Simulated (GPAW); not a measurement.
Wanted: an ASE script for a GPAW 26.7.0 run.

- Task: band structure
- Functional: TASK
- Potentials or basis: GPAW PAW data sets (gpaw-data 1.2.1)
- Cutoff: 800 eV
- Basis: pw
- k mesh: 10 × 10 × 10
- Occupations: fermi-dirac, width 0.05 eV
- Spin: no spin polarisation
- Maxiter: 150
- Band path: GXWKGLUWLK,UX
- Band points: 60

The structure of AlN lies in AlN.cif:

```cif
data_AlN
_cell_length_a 3.08863331
_cell_length_b 3.08863331
_cell_length_c 3.08863331
_cell_angle_alpha 60.00000000
_cell_angle_beta 60.00000000
_cell_angle_gamma 60.00000000
_space_group_name_H-M_alt 'P1'
_space_group_name_Hall 'P 1'
_space_group_IT_number 1
loop_
_space_group_symop_operation_xyz
'x,y,z'
loop_
_atom_site_label
_atom_site_type_symbol
_atom_site_symmetry_multiplicity
_atom_site_Wyckoff_symbol
_atom_site_fract_x
_atom_site_fract_y
_atom_site_fract_z
_atom_site_occupancy
Al1 Al 1 a 0.0000000000 0.0000000000 0.0000000000 1
N1 N 1 a 0.2500000000 0.2500000000 0.2500000000 1
```

Measurements of this composition are mostly on another form, of space group No. 186.

These files were run (other wordings do the same):

run.py

```python
from ase.dft.bandgap import bandgap
from ase.io import read, write
from ase.units import GPa
from gpaw import GPAW, PW

atoms = read('AlN.cif')

calc = GPAW(mode=PW(800),
            xc='MGGA_X_TASK+LDA_C_PW',
            kpts={'size': (10, 10, 10), 'gamma': True},
            occupations={'name': 'fermi-dirac', 'width': 0.05},
            nbands=11,
            convergence={'density': 1e-05, 'energy': 1e-05},
            maxiter=150,
            txt='gpaw.txt')
atoms.calc = calc
energy = atoms.get_potential_energy()
forces = atoms.get_forces()
stress = atoms.get_stress()
calc.write('gs.gpw')
write('result.traj', atoms)
print(f'Energy: {energy:.6f} eV')
print('Forces (eV/A):')
print(forces.round(4))
print('Stress (GPa):', (stress / GPa).round(3))
print('Fermi level:', round(calc.get_fermi_level(), 4), 'eV')
print(f'Gap: {bandgap(calc)[0]:.4f} eV, direct: {bandgap(calc, direct=True)[0]:.4f} eV')

path = atoms.cell.bandpath('GXWKGLUWLK,UX', npoints=60, eps=1e-4)
bs_calc = calc.fixed_density(kpts=path, symmetry='off', nbands=19,
                             convergence={'bands': 'CBM+6.0', 'eigenstates': 1e-6}, txt='bands.txt')
bs = bs_calc.band_structure()
bs.write('bs.json')
print(f'Gap on the path: {bandgap(bs_calc)[0]:.4f} eV')
```

Potentials or basis: GPAW PAW data sets (gpaw-data 1.2.1), pw.

Command:

```console
$ OMP_NUM_THREADS=1 python run.py
```

Results of the run:

```yaml
Pressure: 11.2 GPa
Band_gap_on_the_k_mesh: 4.64 eV, indirect (least direct gap 5.82 eV)
Band_gap_along_the_path: 4.64 eV, indirect (least direct gap 5.82 eV)
```

Caveat: the PAW data sets were made with another functional, which shifts forces and pressure a little.

It took 82 s on 1 thread of Intel(R) Xeon(R) Platinum 8488C (Sapphire Rapids) (shared host), peak memory 0.24 GiB.
